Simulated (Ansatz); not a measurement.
TaC: frozen-core PAW against all-electron methods

```yaml
crystal:
  lattice:
    - [0.00000, 2.23785, 2.23785]
    - [2.23785, 0.00000, 2.23785]
    - [2.23785, 2.23785, 0.00000]
  atoms:
    - { symbol: Ta, position: [0.00000, 0.00000, 0.00000] }
    - { symbol: C, position: [0.50000, 0.50000, 0.50000] }
```

Atoms are numbered in the order listed.

The structure comes from a relaxation in the same program, started in the rocksalt type, and has space group Fm-3m. Whether it is a known phase or the ground state wasn't checked.

Spin polarisation is left out, and whether a magnetic state lies lower isn't shown here.

Spin–orbit coupling is left out, though it moves levels of the heavy atoms by tenths of an eV or more.

Levels of theory: DFT, PBE, PAW with Ansatz's default frozen-core files, scalar-relativistic (Ansatz 0.2.0); DFT, PBE, all-electron PAW with datasets made for the crystal, scalar-relativistic (Ansatz 0.2.0); DFT, PBE, all-electron LAPW, scalar-relativistic (Ansatz 0.2.0).

For PAW: a Γ-centred 14×14×14 k mesh, Fermi–Dirac smearing of 0.03 eV, cutoff 420 eV, no spin polarisation. The crystal-made all-electron datasets (AE datasets) take a cutoff of 460 eV at this cell. LAPW targets a basis error of 0.25 meV/atom. The Ansatz runs share mesh, smearing and spin set-up. Plane-wave (PAW) pressures include the program's estimate of the Pulay term.

Stress and pressure are positive in compression.

Levels count from the Fermi level.

```tsv
quantity	PAW	AE datasets	LAPW
pressure (GPa)	0.00	-0.02	-0.02
highest filled level at Γ (eV)	-0.580	-0.576	-0.576
highest filled level at K (eV)	-0.694	-0.693	-0.693
lowest empty level at K (eV)	3.020	3.018	3.018
highest filled level at W (eV)	-5.050	-5.044	-5.044
lowest empty level at W (eV)	1.498	1.498	1.498
```
